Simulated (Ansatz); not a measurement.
What does this script print? It uses Ansatz's Python interface.

Contents of `bas.vasp`:
```text
BaS
1.0
   0.00000000    3.19375000    3.19375000
   3.19375000    0.00000000    3.19375000
   3.19375000    3.19375000    0.00000000
Ba S
1 1
Direct
   0.00000000    0.00000000    0.00000000
   0.50000000    0.50000000    0.50000000
```

`partial.py`
```python
'''Densities of the top valence and bottom conduction bands of BaS.'''

from collections import Counter
import itertools
import json

import ansatz as az
from ase.io import read
import numpy as np

atoms = read('bas.vasp', format='vasp')
structure = az.Crystal.from_ase(atoms)

calculation = (
    structure.calculation()
    .pseudopotentials('paw')
    .functional('PBE')
    .kpoints(5)
    .occupations('fixed')
    .band_densities([('v2', 'v1'), ('c1', 'c2')])
)
out = calculation.run(events_out='events.ndjson')
report = out.report
with open('events.ndjson') as stream:
    kinds = Counter(json.loads(line)['event'] for line in stream)
print('events:', {kind: kinds[kind] for kind in ('scf_iter', 'scf_done', 'notice', 'finished')})
# share of each window within a sphere about each atom, summed on the grid
cell = np.asarray(out.lattice.cell_ang)
for names, window in zip([('v2', 'v1'), ('c1', 'c2')], out.band_densities().windows):
    density = window.outcome.density
    rho = density.channels[0].density_e_per_ang3
    axes = density.fft_grid_basis @ cell
    points = np.stack(np.meshgrid(*(np.arange(n) / n for n in rho.shape), indexing='ij'), axis=-1)
    print('bands', names, 'electrons', np.round(window.outcome.n_electrons, 3), 'peak', round(float(rho.max()), 3), 'e/A^3')
    for index, site in enumerate(out.lattice.sites):
        offset = points - np.asarray(site.position_ang) @ np.linalg.inv(axes)
        offset -= np.round(offset)
        distance = np.min([np.linalg.norm((offset + image) @ axes, axis=-1) for image in itertools.product((-1, 0, 1), repeat=3)], axis=0)
        print(f'   {index} {site.symbol:2s} {100 * rho[distance < 1.0].sum() / rho.sum():5.1f} % within 1.0 A')
```

```console
$ python partial.py
DeckWarning: basis.ecutwfc = 420 eV, auto-derived from the records' recommended cutoffs: set by Ba (normal level)
events: {'scf_iter': 6, 'scf_done': 1, 'notice': 2, 'finished': 1}
bands ('v2', 'v1') electrons [4.] peak 0.494 e/A^3
   0 Ba   3.8 % within 1.0 A
   1 S   39.6 % within 1.0 A
bands ('c1', 'c2') electrons [4.] peak 0.149 e/A^3
   0 Ba  10.0 % within 1.0 A
   1 S    8.1 % within 1.0 A
```
(Warnings from the package without file and line.)

The starting cell is as deposited in a crystallographic database; the results hold for this polymorph, which needn't be the stable one. The windows are summed over all k-points with every state counted as full, the empty ones too; where a window cuts a degenerate level its bands share the weight. Values near the nuclei depend on the potentials. Spheres that overlap count density twice, so shares are no populations. It ran for 1.5 s on 1 thread of Arm Neoverse V2, with other jobs on the host, peak memory 0.39 GiB.

(Lines on the test bed's own set-up are left out of the output.)
